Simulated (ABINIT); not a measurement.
# C (Fd-3m) in ABINIT: settings compared

Aim: see how the results for C move with the level of theory and the settings. Levels: PBE, PBEsol. Tasks: equation of state, band structure.

All numbers are computed with ABINIT 10.8.3 (patched build); they aren't measurements. Logs are shortened: lines on timing, memory, paths and dates and some standing lists are left out, and cuts for length are marked. The log counts tension as positive stress, the text compression.

**What was measured.**

“Equation of state of cubic boron nitride at high pressures and temperatures”, 2007, arxiv:cond-mat/0702656 quotes, for a bulk crystal of C: bulk modulus 442 ± 5 GPa.

The runs below are set against these values where they give the same quantity.

### 1 The structure

It takes space group Fd-3m (No. 227, cubic). The conventional cell has a = 3.567 Å, b = 3.567 Å, c = 3.567 Å, α = 90.00°, β = 90.00°, γ = 90.00°. C (site symmetry -43m) is surrounded by 4 C at 1.54 Å.

This isn't the form of C at room conditions, which is graphite.

### 2 Equation of state, PBE

Input file run.abi:

```
# Datasets: one volume each
ndtset 7
getwfk -1
scalecart1 3*0.9795861087
scalecart2 3*0.9864848297
scalecart3 3*0.9932883884
scalecart4 3*1.0000000000
scalecart5 3*1.0066227096
scalecart6 3*1.0131594038
scalecart7 3*1.0196128224

# Pseudopotentials
pp_dirpath "./"
pseudos "C.upf"

# Structure
acell 3*1.0 Angstrom
rprim
     0.0000000000     1.7833700000     1.7833700000
     1.7833700000     0.0000000000     1.7833700000
     1.7833700000     1.7833700000     0.0000000000
ntypat 1
znucl 6
natom 2
typat 1 1
xred
     0.7500000000     0.7500000000     0.7500000000
     0.5000000000     0.5000000000     0.5000000000

# Plane-wave basis
ecut 41.0

# k points
kptopt 1
ngkpt 13 13 13
nshiftk 1
shiftk 0.0 0.0 0.0

# Exchange and correlation
ixc 11

# Bands and occupations
nband 8
occopt 3
tsmear 0.05 eV

# SCF cycle
nstep 100
tolvrs 1.0e-10

# Output
iomode 3
prtwf 1
prtden 0
prteig 0
prtebands 0
enunit 2
```

Potentials or basis: PseudoDojo NC SR PBE v0.5 stringent.

Run with:

```
$ abinit run.abi > log 2>&1
```

run.abo:

```text
.Version 10.8.3 of ABINIT
 DATASET    1 : space group Fd -3 m (#227); Bravais cF (face-center cubic)
================================================================================
 Values of the parameters that define the memory need for DATASET  1.
     intxc =       0    ionmov =       0      iscf =       7    lmnmax =       4
     lnmax =       4     mgfft =      30  mpssoang =       2    mqgrid =    3001
     natom =       2  nloc_mem =       1    nspden =       1   nspinor =       1
    nsppol =       1      nsym =      48    n1xccc =    2501    ntypat =       1
    occopt =       3   xclevel =       2
       mpw =         918          nfft =       27000          nkpt =          84
================================================================================
================================================================================
[... 61 lines left out ...]
 DATASET    7 : space group Fd -3 m (#227); Bravais cF (face-center cubic)
================================================================================
 Values of the parameters that define the memory need for DATASET  7.
     intxc =       0    ionmov =       0      iscf =       7    lmnmax =       4
     lnmax =       4     mgfft =      30  mpssoang =       2    mqgrid =    3001
     natom =       2  nloc_mem =       1    nspden =       1   nspinor =       1
    nsppol =       1      nsym =      48    n1xccc =    2501    ntypat =       1
    occopt =       3   xclevel =       2
       mpw =        1030          nfft =       27000          nkpt =          84
================================================================================
================================================================================

--------------------------------------------------------------------------------
------------- Echo of variables that govern the present computation ------------
--------------------------------------------------------------------------------
 -outvars: echo values of preprocessed input variables --------
            acell      1.8897261259E+00  1.8897261259E+00  1.8897261259E+00 Bohr
              amu      1.20110000E+01
             ecut      4.10000000E+01 Hartree
           enunit           2
           getwfk          -1
                       outvar_i_n : Printing only first  50 k-points.
              ixc          11
           jdtset        1    2    3    4    5    6    7
                       outvar_i_n : Printing only first  50 k-points.
         kptrlatt       13    0    0      0   13    0      0    0   13
          kptrlen1     6.06933755E+01
          kptrlen2     6.11208078E+01
          kptrlen3     6.15423439E+01
          kptrlen4     6.19581831E+01
          kptrlen5     6.23685142E+01
          kptrlen6     6.27735159E+01
          kptrlen7     6.31733580E+01
            natom           2
            nband           8
           ndtset           7
[... 63 lines left out ...]
                       3.4361776790E+00  3.4361776790E+00  3.4361776790E+00
             xred      7.5000000000E-01  7.5000000000E-01  7.5000000000E-01
                       5.0000000000E-01  5.0000000000E-01  5.0000000000E-01
            znucl        6.00000

================================================================================

 chkinp: Checking input parameters for consistency, jdtset=   1.

 chkinp: Checking input parameters for consistency, jdtset=   2.
[... 36 lines left out ...]
 getcut : COMMENT -
  Note that boxcut > 2.2 ; recall that boxcut=Gcut(box)/Gcut(sphere) = 2
  is sufficient for exact treatment of convolution.
  Such a large boxcut is a waste : you could raise ecut
  e.g. ecut=   51.052900 Hartrees makes boxcut=2

--- Pseudopotential description ------------------------------------------------
- pspini: atom type   1  psp file is ./C.upf
12 -101130 1 -1 1248                          pspcod,pspxc,lmax,lloc,mmax
     nproj     2     2

   6.90154688E+01                                ecore*ucvol(ha*bohr**3)
--------------------------------------------------------------------------------

================================================================================

--- !BeginCycle
iteration_state: {dtset: 1, }
solver: {iscf: 7, nstep: 100, nline: 4, wfoptalg: 0, }
tolerances: {tolvrs: 1.00E-10, }
...
[... 1051 lines left out ...]
-Cartesian components of stress tensor (GPa)         [Pressure= -2.1085E+01 GPa]
- sigma(1 1)=  2.10848212E+01  sigma(3 2)=  0.00000000E+00
- sigma(2 2)=  2.10848212E+01  sigma(3 1)=  0.00000000E+00
- sigma(3 3)=  2.10848212E+01  sigma(2 1)=  0.00000000E+00

== END DATASET(S) ==============================================================
================================================================================

 -outvars: echo values of variables after computation  --------
            acell      1.8897261259E+00  1.8897261259E+00  1.8897261259E+00 Bohr
           etotal1    -1.2035022961E+01
           etotal2    -1.2036427889E+01
           etotal3    -1.2037280170E+01
           etotal4    -1.2037628200E+01
           etotal5    -1.2037517492E+01
           etotal6    -1.2036989567E+01
           etotal7    -1.2036080887E+01
            fcart1     4.5799852753E-31 -1.3939085621E-31 -1.7921681512E-31
                      -4.5799852753E-31  1.3939085621E-31  1.7921681512E-31
            fcart2    -3.1637957276E-31 -3.1637957276E-31  1.5818978638E-31
                       3.1637957276E-31  3.1637957276E-31 -1.5818978638E-31
            fcart3    -7.8553130340E-32 -7.8553130340E-32  2.3565939102E-31
                       7.8553130340E-32  7.8553130340E-32 -2.3565939102E-31
            fcart4    -1.5605182448E-30 -3.1210364896E-31  2.3407773672E-30
                       1.5605182448E-30  3.1210364896E-31 -2.3407773672E-30
            fcart5    -6.2010055204E-31 -3.1005027602E-31  6.2010055204E-31
                       6.2010055204E-31  3.1005027602E-31 -6.2010055204E-31
[... 38 lines left out ...]
                       0.0000000000E+00  0.0000000000E+00  0.0000000000E+00
           xangst1     2.6204467180E+00  2.6204467180E+00  2.6204467180E+00
                       1.7469644787E+00  1.7469644787E+00  1.7469644787E+00
           xangst2     2.6389011761E+00  2.6389011761E+00  2.6389011761E+00
                       1.7592674507E+00  1.7592674507E+00  1.7592674507E+00
           xangst3     2.6571010698E+00  2.6571010698E+00  2.6571010698E+00
                       1.7714007132E+00  1.7714007132E+00  1.7714007132E+00
           xangst4     2.6750550000E+00  2.6750550000E+00  2.6750550000E+00
                       1.7833700000E+00  1.7833700000E+00  1.7833700000E+00
           xangst5     2.6927711124E+00  2.6927711124E+00  2.6927711124E+00
                       1.7951807416E+00  1.7951807416E+00  1.7951807416E+00
           xangst6     2.7102571289E+00  2.7102571289E+00  2.7102571289E+00
                       1.8068380860E+00  1.8068380860E+00  1.8068380860E+00
           xangst7     2.7275203786E+00  2.7275203786E+00  2.7275203786E+00
                       1.8183469191E+00  1.8183469191E+00  1.8183469191E+00
             xred      7.5000000000E-01  7.5000000000E-01  7.5000000000E-01
                       5.0000000000E-01  5.0000000000E-01  5.0000000000E-01
 Calculation completed.
```

Run time: 71 s. Hardware: 1 thread of Arm Neoverse V2, shared host; peak memory 0.12 GiB.

What came out:

| Property | Result |
| --- | --- |
| Equilibrium volume | 5.70 Å³/atom |
| Bulk modulus | 432 GPa |
| Pressure derivative of the bulk modulus | 3.7 |

Energy against volume, from the lowest point:
```csv
volume (Å³/atom),energy (meV/atom)
5.332,35.45
5.445,16.33
5.558,4.74
5.672,0.00
5.785,1.51
5.899,8.69
6.012,21.05
```

Caveat: pressures at fixed basis lie under the slope of the energies.

### 3 Band structure, PBEsol

Input file run.abi:

```
# Datasets: ground state, then fixed potential
ndtset 2

# Pseudopotentials
pp_dirpath "./"
pseudos "C.upf"

# Structure
acell 3*1.0 Angstrom
rprim
     0.0000000000     1.7833700000     1.7833700000
     1.7833700000     0.0000000000     1.7833700000
     1.7833700000     1.7833700000     0.0000000000
ntypat 1
znucl 6
natom 2
typat 1 1
xred
     0.7500000000     0.7500000000     0.7500000000
     0.5000000000     0.5000000000     0.5000000000

# Plane-wave basis
ecut 1115.666836 eV

# Exchange and correlation
ixc -116133

# Bands and occupations
occopt 3
tsmear 0.00183747

# SCF cycle
nstep 100

# Output
iomode 3
prtwf 0
prteig 0
prtebands 0
enunit 2
prtden1 1

# Dataset 1
kptopt1 1
ngkpt1 13 13 13
nshiftk1 1
shiftk1 0.0 0.0 0.0
nband1 8
tolvrs1 1.0e-10

# Dataset 2: bands along G-X-W-K-G-L-U-W-L-K
iscf2 -2
getden2 1
nband2 12
nbdbuf2 2
tolwfr2 1.0e-12
kptopt2 -9
ndivsm2 8
prteig2 1
kptbounds2
     0.0000000000     0.0000000000     0.0000000000
     0.5000000000     0.0000000000     0.5000000000
     0.5000000000     0.2500000000     0.7500000000
     0.3750000000     0.3750000000     0.7500000000
     0.0000000000     0.0000000000     0.0000000000
     0.5000000000     0.5000000000     0.5000000000
     0.6250000000     0.2500000000     0.6250000000
     0.5000000000     0.2500000000     0.7500000000
     0.5000000000     0.5000000000     0.5000000000
     0.3750000000     0.3750000000     0.7500000000
```

Potentials or basis: PseudoDojo NC SR PBEsol v0.4.1 standard.

Run with:

```
$ abinit run.abi > log 2>&1
```

Run time: 27 s. Hardware: 1 thread of Arm Neoverse V2, shared host; peak memory 0.12 GiB.

It converged, with:

| Property | Result |
| --- | --- |
| Free energy | -326.7608 eV |
| Pressure | -3.2 GPa |
| Band gap on the k mesh | 4.05 eV, indirect (least direct gap 5.56 eV) |
| Band gap along the path | 4.04 eV, indirect (least direct gap 5.56 eV) |
| All electrons inside the program's atomic spheres | C 4.66, 4.70 (radii [1.0584] Å) |

Levels at the corners of the path, in eV from the valence-band top:
```
point  band 2  band 3  band 4  band 5  band 6  band 7
    Γ    0.00    0.00    0.00    5.56    5.56    5.56
    X  -12.80   -6.36   -6.36    4.65    4.65   16.79
    W  -11.98   -8.43   -8.43   10.51   10.51   12.33
    K  -11.77   -9.44   -5.42    5.57   10.68   14.35
    Γ    0.00    0.00    0.00    5.56    5.56    5.56
    L  -13.49   -2.83   -2.83    8.43    8.43    8.87
    U  -11.77   -9.44   -5.42    5.57   10.68   14.35
    W  -11.98   -8.43   -8.43   10.51   10.51   12.33
    L  -13.49   -2.83   -2.83    8.43    8.43    8.87
    K  -11.77   -9.44   -5.42    5.57   10.68   14.35
```

A hybrid or GW would open this gap; PBEsol tends to underestimate it.

### 4 Comparison with measurements

Step 2. Measured bulk modulus of C: 442 GPa (quoted in “Equation of state of cubic boron nitride at high pressures and temperatures”, 2007, arxiv:cond-mat/0702656). This calculation gives 432 GPa (-2.2 %). 3 values of this kind are on record (442 to 444.8 GPa); this one was drawn at random among those near their median, those with a stated uncertainty first. The fit is for a static lattice scaled at fixed shape and fixed fractional positions. The cell as given is a measured one (5.67 Å³/atom); PBE puts the equilibrium volume +0.5 % from it, thermal expansion not counted.
